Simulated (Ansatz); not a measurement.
# Forms of MgSn₄N: one energy to predict

These are results of DFT PBE, scalar-relativistic, plane waves, PAW (Ansatz), not measurements. All cells share a 420 eV cutoff and Γ-centred k meshes spaced at most about 0.3 Å⁻¹ (about 0.25 or finer for metals, 2π included). No spin polarisation.

All energies are static (0 K, no zero-point motion). Rows are sorted by volume; energies count from the lowest form computed. Coordination counts Mg or Sn atoms around N (for each partner element, those within 1.25 times its shortest distance or 1.15 times the sum of covalent radii, where it is the nearest in units of that sum or under 1.3; the shortest distance is added where it exceeds 1.18 times the sum of covalent radii).

| row | form | source | atoms | coordination | V (Å³/atom) | gap on mesh (eV) | ΔE (meV/atom) |
| --- | --- | --- | --- | --- | --- | --- | --- |
| 1 | P6/mmm | invented | 6 | N 2 from 3.0 Å | 23.2 | 0 | 251 |
| 2 | P6/mmm | invented | 6 | N 2 from 2.9 Å | 23.4 | 0 | 119 |
| 3 | P4/mmm | invented | 6 | N 8 from 2.7 Å | 24.3 | 0 | 0 |
| 4 | F-43m | invented | 6 | N 12 from 3.5 Å | 26.1 | 0 | ? |
| 5 | P-43m | invented | 6 | N 4 | 28.7 | 0 | 51 |

The cell of row 4:

```
Mg Sn N
1.0
     0.00000    4.27918    4.27918
     4.27918    0.00000    4.27918
     4.27918    4.27918    0.00000
Mg Sn N
1 4 1
Direct
  0.75000 0.75000 0.75000
  0.37473 0.87582 0.37473
  0.37473 0.37473 0.37473
  0.37473 0.37473 0.87582
  0.87582 0.37473 0.37473
  0.00000 0.00000 0.00000
```

Question: Estimate the missing energy, and say where the row ranks.

Answer: 0.54 eV/atom, which puts it above row 1, the highest in the table. Counting Mg or Sn atoms around N, row 4 has N 12 from 3.5 Å and the lowest form (row 3) has N 8 from 2.7 Å.

An observed structure of this formula, if there is one, may be missing.

Cells relaxed within their symmetry can be saddle points. Some types were kept out of the candidates beforehand, so the set may lack a known form.

The estimate of 0.54 eV/atom for row 4 is chemically reasonable. Its cell is an ordered derivative of the cubic Laves structure, with tin on the tetrahedral network and nitrogen in one of the large cages. That site suits a big metal atom. Nitrogen is small and strongly electronegative, and gains its energy from short polar bonds, so twelve tin neighbours at 3.5 Å cannot make up for the missing close contacts.

Among the rows with stretched contacts, the energy rises as the shortest distance grows, from row 3 through rows 2 and 1 to row 4. Row 5 breaks a simple distance rule: its nitrogen has contacts of ordinary bond length, yet it lies 51 meV/atom above row 3. This suggests that the tin framework and the placement of magnesium also matter. The zero gaps say little about bonding, since an odd electron count per cell forces a metal when spins are paired. The ranking leaves open whether any of these forms would resist decomposition into magnesium nitride, tin and other phases.
